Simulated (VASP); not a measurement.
# InP (F-43m) in VASP: notebook

The runs below take InP through G0W0 quasiparticle levels, with PBE.

Program: VASP 6.6.1. These are calculated values, not measurements. Logs are shortened: lines on timing, memory, paths and dates and some standing lists are left out, and cuts for length are marked.

### 1 Starting point

Symmetry: F-43m, No. 216, cubic system. Conventional cell: a = 5.861 Å, b = 5.861 Å, c = 5.861 Å, α = 90.00°, β = 90.00°, γ = 90.00°. In (site symmetry -43m) is surrounded by 4 P at 2.54 Å. P (site symmetry -43m) is surrounded by 4 In at 2.54 Å.

### 2 G0W0 quasiparticle levels, PBE

POSCAR

```
InP
1.0
    0.0000000000      2.9305000000      2.9305000000
    2.9305000000      0.0000000000      2.9305000000
    2.9305000000      2.9305000000      0.0000000000
In P
1 1
Direct
    0.0000000000      0.0000000000      0.0000000000
    0.7500000000      0.7500000000      0.7500000000
```

INCAR.step1

```
  PREC = Accurate
  ENCUT = 450
  EDIFF = 1E-8
  ISMEAR = 0
  SIGMA = 0.01
  LREAL = F
  LASPH = T
  NELM = 60
  ALGO = Normal
  LWAVE = T
  LCHARG = F
  GGA = PE
```

INCAR.step2

```
  PREC = Accurate
  ENCUT = 450
  EDIFF = 1E-8
  ISMEAR = 0
  SIGMA = 0.01
  LREAL = F
  LASPH = T
  NELM = 1
  ALGO = Exact
  LWAVE = T
  LCHARG = F
  GGA = PE
  NBANDS = 69
  LOPTICS = T
  ISTART = 1
```

INCAR.step3

```
  PREC = Accurate
  ENCUT = 450
  EDIFF = 1E-8
  ISMEAR = 0
  SIGMA = 0.01
  LREAL = F
  LASPH = T
  ALGO = EVGW0
  LWAVE = F
  LCHARG = F
  GGA = PE
  NELMGW = 1
  NBANDS = 69
  ENCUTGW = 150
  NOMEGA = 48
  PRECFOCK = Fast
  ISTART = 1
  NBANDSGW = 17
```

KPOINTS

```
Automatic mesh
0
Gamma
  5 5 5
```

Potentials or basis: VASP PAW PBE potentials, release 64 (In_d_GW, P_GW).

Run with:

```
$ cat potpaw_PBE.64/In_d_GW/POTCAR potpaw_PBE.64/P_GW/POTCAR > POTCAR
$ cp INCAR.step1 INCAR
$ mpirun -np 1 vasp_std > vasp.out
$ cp INCAR.step2 INCAR
$ mpirun -np 1 vasp_std > vasp.out
$ cp INCAR.step3 INCAR
$ mpirun -np 1 vasp_std > vasp.out
```

OUTCAR:

```text
PREC = Accurate
   ENCUT = 450
   EDIFF = 1E-8
   ISMEAR = 0
   LREAL = F
   LASPH = T
   GGA = PE
   NELMGW = 1
   ENCUTGW = 150
   PRECFOCK = Fast
   ISTART = 1

 Found     10 irreducible k-points:

 Following reciprocal coordinates:
            Coordinates               Weight
  0.000000  0.000000  0.000000      1.000000
  0.200000  0.000000  0.000000      8.000000
  0.400000  0.000000  0.000000      8.000000
  0.200000  0.200000  0.000000      6.000000
  0.400000  0.200000  0.000000     24.000000
 -0.400000  0.200000  0.000000     24.000000
   k-points           NKPTS =     10   k-points in BZ     NKDIM =    125   number of bands    NBANDS=     69
   number of dos      NEDOS =    301   number of ions     NIONS =      2
   total plane-waves  NPLWV =  27000
   dimension x,y,z NGX =    30 NGY =   30 NGZ =   30
   dimension x,y,z NGXF=    60 NGYF=   60 NGZF=   60
   ions per type =               1   1
   NGX,Y,Z   is equivalent  to a cutoff of  12.03, 12.03, 12.03 a.u.
   NGXF,Y,Z  is equivalent  to a cutoff of  24.07, 24.07, 24.07 a.u.
 SYSTEM =  unknown system
   PREC   = accura    normal or accurate (medium, high low for compatibility)
   ISTART =      1    job   : 0-new  1-cont  2-samecut
   ICHARG =      0    charge: 1-file 2-atom 10-const
   ISPIN  =      1    spin polarized calculation?
   LNONCOLLINEAR =      F non collinear calculations
   LSORBIT =      F    spin-orbit coupling
   LASPH  =      T    aspherical Exc in radial PAW
   ENCUT  =  450.0 eV  33.07 Ry    5.75 a.u.   7.17  7.17  7.17*2*pi/ulx,y,z
   NELM   =     60;   NELMIN=  2; NELMDL=  0     # of ELM steps
   EDIFF  = 0.1E-07   stopping-criterion for ELM
   LREAL  =      F    real-space projection
   EDIFFG = 0.1E-06   stopping-criterion for IOM
   NSW    =      0    number of steps for IOM
   IBRION =     -1    ionic relax: 0-MD 1-quasi-New 2-CG
   NFREE  =      0    steps in history (QN), initial steepest desc. (CG)
   ISIF   =      0    stress and relaxation
   ISYM   =      3    0-nonsym 1-usesym 2-fastsym
   POTIM  = 0.5000    time-step for ionic-motion
   TEBEG  =    0.0;   TEEND  =   0.0 temperature during run
   PSTRESS=    0.0 pullay stress
   NELECT =      18.0000    total number of electrons
   NUPDOWN=      -1.0000    fix difference up-down
   EMIN   =  10.00;   EMAX   =-10.00  energy-range for DOS
   EFERMI =   0.00;   METHOD = LEGACY
   ISMEAR =     0;   SIGMA  =   0.01  broadening in eV -4-tet -1-fermi 0-gaus
   EFERMI_NEDOS =   21; number of points for ismear=-14 and -15
   IALGO  =     38    algorithm
   IMIX   =      4    mixing-type and parameters
     AMIX     =   0.40;   BMIX     =  1.00
     AMIX_MAG =   1.60;   BMIX_MAG =  1.00
  volume/ion in A,a.u.               =      25.17       169.83
  Fermi-wavevector in a.u.,A,eV,Ry     =   1.162021  2.195901 18.371846  1.350293
  Thomas-Fermi vector in A             =   2.298587
   LORBIT       =      0    0 simple, 1 ext, 2 COOP (PROOUT), +10 PAW based schemes
   GGA     = PE    functional components
   LHFCALC =     T    Hartree Fock is set to
   PRECFOCK=fast      Normal, Fast or Accurate (Low or Medium for compatibility)
   ENCUT4O =  -1.0   cutoff for four orbital integrals eV
   NKREDX  =     1    reduce k-point grid by
   NKREDY  =     1    reduce k-point grid by
   NKREDZ  =     1    reduce k-point grid by
   AEXX    =    1.0000 exact exchange contribution
   HFSCREEN=    0.0000 screening length (either q_TF or 0.3 A-1)
   HFSCREENC=   0.0000 screening length for correlation (either q_TF or 0.3 A-1)
   ENCUTFOCK=  -1.0 apply spherical cutoff to Coloumb kernel
   IVDW    =     0    specifies the selected vdW correction
   LEPSILON=     F    determine dielectric tensor
   LRPA    =     F    only Hartree local field effects (RPA)
   LRPAFORCE           =     F    calculate RPA forces
   ENCUTGW             = 150.0    cutoff for response function in eV
   ENCUTGWSOFT         = 120.0    soft cutoff for Coulomb kernel in GW response function in eV
   ENCUTLF             =  -1.0    cutoff for local field effects
   NELMGW              =     1    number of iterations in solving QP/BSE equation
   NELMHF              =     1    number of iterations in the inner HF iteration
   NKREDLFX            =     1    NKREDLFY  =   1   NKREDLFZ  =   1
 non-spin polarized calculation
 Gauss-broadening in eV      SIGMA  =   0.01
  energy-cutoff  :      450.00
  volume of cell :       50.33
 maximum number of plane-waves:      1103
 NGX is ok and might be reduce to    30
  NGX = 16; NGY = 16; NGZ = 16
   NGX = 15   NGY = 15   NGZ = 15
 maximum number of plane-waves:       216

 QP shifts <psi_nk| G(iteration)W_0 |psi_nk>: iteration 1
 for sc-GW calculations column KS-energies equals QP-energies in previous step
 and V_xc(KS)=  KS-energies - (<T + V_ion + V_H > + <T+V_H+V_ion>^1  + <V_x>^1)

 k-point   1 :       0.0000    0.0000    0.0000
  band No.  KS-energies  QP-energies   sigma(KS)   V_xc(KS)     V^pw_x(r,r')   Z            occupation Imag(sigma)

      1     -10.2890     -12.0403     -19.1131     -16.5943     -25.3007       0.6953       2.0000       0.3240
      2     -10.2890     -12.0403     -19.1131     -16.5943     -25.3007       0.6953       2.0000       0.3240
      3     -10.2890     -12.0403     -19.1131     -16.5943     -25.3007       0.6953       2.0000       0.3240
      4     -10.1381     -11.9221     -19.2467     -16.6835     -25.3309       0.6960       2.0000       0.2470
      5     -10.1381     -11.9221     -19.2467     -16.6835     -25.3309       0.6960       2.0000       0.2470
      6      -7.5906      -7.8336     -11.7048     -11.3027     -18.2779       0.6044       2.0000       0.9148
[... 9 lines left out ...]
     16      13.3382      13.7620      -9.6540     -10.2295      -4.5903       0.7363       0.0000      -0.2730
     17      15.1162      15.0810      -7.6614      -7.6140      -2.2834       0.7421       0.0000      -0.4369

 k-point   2 :       0.2000    0.0000    0.0000
  band No.  KS-energies  QP-energies   sigma(KS)   V_xc(KS)     V^pw_x(r,r')   Z            occupation Imag(sigma)

      1     -10.3322     -12.0363     -18.9551     -16.4918     -25.1956       0.6918       2.0000       0.3394
      2     -10.2724     -12.0259     -19.1330     -16.6130     -25.3158       0.6958       2.0000       0.3212
      3     -10.2724     -12.0259     -19.1330     -16.6130     -25.3158       0.6958       2.0000       0.3212
      4     -10.1372     -11.9219     -19.2455     -16.6840     -25.3330       0.6967       2.0000       0.2475
      5     -10.1372     -11.9219     -19.2455     -16.6840     -25.3330       0.6967       2.0000       0.2475
      6      -7.1461      -7.4302     -11.9566     -11.5009     -18.3235       0.6235       2.0000       0.8868
[... 9 lines left out ...]
     16      13.3074      13.2476      -7.6249      -7.5453      -2.4188       0.7516       0.0000      -0.3140
     17      15.3333      15.4236      -8.2963      -8.4172      -2.8128       0.7470       0.0000      -0.4587
[... 64 lines left out ...]
 k-point   6 :      -0.4000    0.2000    0.0000
  band No.  KS-energies  QP-energies   sigma(KS)   V_xc(KS)     V^pw_x(r,r')   Z            occupation Imag(sigma)

      1     -10.4165     -12.0406     -18.7175     -16.3488     -25.0527       0.6857       2.0000       0.3701
      2     -10.2401     -12.0001     -19.1643     -16.6336     -25.3262       0.6954       2.0000       0.3061
      3     -10.2283     -11.9913     -19.1861     -16.6605     -25.3551       0.6981       2.0000       0.3118
      4     -10.1390     -11.9182     -19.2378     -16.6805     -25.3342       0.6957       2.0000       0.2505
      5     -10.1280     -11.9091     -19.2527     -16.6963     -25.3480       0.6967       2.0000       0.2486
      6      -5.6232      -5.9306     -12.7709     -12.3086     -18.6141       0.6649       2.0000       0.7530
[... 9 lines left out ...]
     16      15.0803      15.1830      -8.1867      -8.3235      -2.8076       0.7505       0.0000      -0.4156
     17      16.6754      17.1105     -10.1303     -10.7239      -3.9726       0.7331       0.0000      -0.7124

 [... further k-points ...]
```

Wall time 2.9 min (1 thread of Intel Xeon 6975P-C (Granite Rapids), shared host); peak memory 0.45 GiB.

The run converged, but some of its settings lie outside the range that counts as converged, so its numbers aren't taken as properties of the crystal.

Results:

```
Band gap on the k mesh, mean-field level : 0.70 eV, direct
Quasiparticle gap                        : 1.23 eV
Least direct quasiparticle gap           : 1.23 eV
```

Caveat: bands, screening cutoff and mesh are small and nothing is extrapolated, so the quasiparticle values aren't converged; spin-orbit coupling is left out, which moves the levels of the heavy elements.

[end of part 1 of 3]
